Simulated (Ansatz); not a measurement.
# GaAs: band gap under strain

Aim: follow the gap of GaAs (zincblende) through these states: -2.0 % biaxial strain in x and y, free along z; -1.0 % biaxial strain in x and y, free along z; +1.0 % biaxial strain in x and y, free along z. The table at the end shows which levels were run.

The runs shown are made with Ansatz 0.2.0. PAW datasets, plane waves. No spin polarisation and no zero-point or thermal motion.

### 1 The structure to begin with

The unstrained cell was relaxed with r2SCAN; in each strained cell the atoms were relaxed again with r2SCAN. Names of k-points are those of the unstrained zone, where strain can split equivalent points. First state: -2.0 % biaxial strain in x and y, free along z.

It is tetragonal, I-4m2 (No. 119); conventional cell a = 3.926 Å, c = 5.762 Å, 22.21 Å³ an atom. Near Ga stand 4 As at 2.44 Å; near As stand 4 Ga at 2.44 Å.

As a file:

```cif
data_structure
_symmetry_space_group_name_H-M 'I-4m2'
_symmetry_Int_Tables_number 119
_cell_length_a 3.9265
_cell_length_b 3.9265
_cell_length_c 5.7621
_cell_angle_alpha 90.000
_cell_angle_beta 90.000
_cell_angle_gamma 90.000
_cell_volume 88.83
loop_
_atom_site_label
_atom_site_type_symbol
_atom_site_symmetry_multiplicity
_atom_site_Wyckoff_symbol
_atom_site_fract_x
_atom_site_fract_y
_atom_site_fract_z
_atom_site_occupancy
Ga1 Ga 2 a 0.00000 0.00000 0.00000 1
As1 As 2 d 0.50000 0.00000 0.25000 1
```

From earlier runs on the unstrained cell: PBE 0.47 eV, r2SCAN 0.96 eV, HSE06 1.36 eV, r2SCAN+SOC 0.86 eV, G0W0 1.20 eV (on its mesh); a = 5.666 Å.

### 2 -2.0 % biaxial strain in x and y, free along z: PBE

Input file input.yaml:

```yaml
crystal:
  lattice:
    - [0.0, 2.7764233935, 2.8810310456]
    - [2.7764233935, 0.0, 2.8810310456]
    - [2.7764233935, 2.7764233935, 0.0]
  atoms:
    - { symbol: Ga, position: [0.0, 0.0, 0.0] }
    - { symbol: As, position: [0.25, 0.25, 0.25] }
kpoints:
  mp_grid: { grid: [8, 8, 8] }
  band_path:
    path:
      - [0.0, 0.0, 0.0]
      - [-0.5, -0.5, 0.0]
      - [-0.375, -0.375, 0.25]
      - [-0.375, 0.0, 0.375]
      - [0.0, 0.0, 0.5]
      - [-0.5, -0.25, 0.25]
    npoints: 1
hamiltonian:
  xc: pbe
scf:
  occupations: { method: fermi_dirac, width: 0.02 }
  n_extra_bands: 4
output:
  forces: true
  stress: true
  eigenvalues: true
```

On the command line:

```
ansatz run input.yaml --threads 2 --pin off --max-ram 20275MiB --backend cpu --events-out ev --progress --plain --runs-dir out
```

The runs that follow: -2.0 % biaxial strain in x and y, free along z: r2SCAN; -2.0 % biaxial strain in x and y, free along z: HSE06; -2.0 % biaxial strain in x and y, free along z: r2SCAN+SOC; -2.0 % biaxial strain in x and y, free along z: r2SCAN; -2.0 % biaxial strain in x and y, free along z: G0W0@PBE; -1.0 % biaxial strain in x and y, free along z: PBE; -1.0 % biaxial strain in x and y, free along z: r2SCAN; -1.0 % biaxial strain in x and y, free along z: HSE06; -1.0 % biaxial strain in x and y, free along z: r2SCAN+SOC; -1.0 % biaxial strain in x and y, free along z: r2SCAN; -1.0 % biaxial strain in x and y, free along z: G0W0@PBE; +1.0 % biaxial strain in x and y, free along z: PBE; +1.0 % biaxial strain in x and y, free along z: r2SCAN; +1.0 % biaxial strain in x and y, free along z: HSE06; +1.0 % biaxial strain in x and y, free along z: r2SCAN+SOC; +1.0 % biaxial strain in x and y, free along z: r2SCAN; +1.0 % biaxial strain in x and y, free along z: G0W0@PBE.

Q: Predict the outcome of this session.

**Answer**, as computed:

Least gap in eV (negative: overlap), with the change from the unstrained cell in brackets. G0W0 is on its own coarse mesh.

| state | volume change (%) | PBE | r2SCAN | HSE06 | G0W0 |
| --- | --- | --- | --- | --- | --- |
| -2.0 % biaxial strain in x and y, free along z | -2.3 | 0.56 (+0.09) | 1.06 (+0.10) | 1.47 (+0.11) | 1.31 (+0.11) |
| -1.0 % biaxial strain in x and y, free along z | -1.2 | 0.51 (+0.04) | 1.01 (+0.05) | 1.42 (+0.06) | 1.26 (+0.06) |
| +1.0 % biaxial strain in x and y, free along z | +1.1 | 0.31 (-0.16) | 0.80 (-0.16) | 1.19 (-0.17) | 1.03 (-0.17) |

What this shows: With HSE06, of the states in the table +1.0 % biaxial strain in x and y, free along z shifts the gap most, by -0.171 eV. PBE and HSE06 differ by 0.90 eV on the unstrained gap, and by at most 0.02 eV on its change: the two disagree on the size of the gap but agree on its response to strain. G0W0 here is at a finite number of bands, screening cutoff and k mesh, not at the basis limit.
